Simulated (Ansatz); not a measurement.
## Computed properties of N (Pa-3)

All numbers come from Ansatz. The values are computed, spin-unpolarised, and not measurements.

Structure: an 8-atom cell of N (Pa-3) from a materials database, at its r2SCAN+rVV10 minimum. It is cubic, Pa-3 (No. 205); conventional cell a = 5.472 Å, 20.49 Å³ an atom. Around N lie 1 N at 1.09 Å.

```xyz
8
Lattice="5.4725 0.0000 0.0000 0.0000 5.4725 0.0000 0.0000 0.0000 5.4725" Properties=species:S:1:pos:R:3 pbc="T T T"
N     0.3162    0.3162    0.3162
N     2.4201    5.1563    3.0524
N     3.0524    2.4201    5.1563
N     5.1563    3.0524    2.4201
N     5.1575    5.1575    5.1575
N     3.0512    0.3150    2.4212
N     2.4212    3.0512    0.3150
N     0.3150    2.4212    3.0512
```

Relaxed lattice by functional, symmetry kept:
```
  functional  k mesh  a (Å)  volume (Å³/atom)
  PBE-D3(BJ)   4×4×4  5.700             23.15
r2SCAN+rVV10   4×4×4  5.472             20.49
```

On this one geometry the levels give:
```tsv
level	k mesh	gap (eV)	kind	edges	least direct gap (eV)	rough cost
PBE	6×6×6	7.34	indirect	X → Γ	7.38	15 core-seconds
r2SCAN	6×6×6	8.00	indirect	X → Γ	8.03	16 core-seconds
HSE06	4×4×4	9.64	indirect	X → Γ	9.68	3 core-minutes
PBE0	4×4×4	10.45	indirect	X → Γ	10.48	3 core-minutes
```
PBE: smearing of 0.02 eV; the others have fixed occupations.
Wave cutoffs: 420 eV, 500 eV (r2SCAN).
Costs come from shared machines and give only the order; PBE's includes the band path. The runs had 4 threads of AMD EPYC 7B13 (Zen 3), on a shared host.

The HSE06 gap is indirect, 9.64 eV (X to Γ), below the direct gap of 9.68 eV at Γ.

r2SCAN covers 29 % of the step from PBE to HSE06, while HSE06 needs about 12 times r2SCAN's rough cost (on a coarser mesh). Direct and least gap lie within 0.04 eV at some levels, so the kind of gap isn't settled.

The meshes of the hybrids are coarse, so their gaps aren't converged to the digits shown.
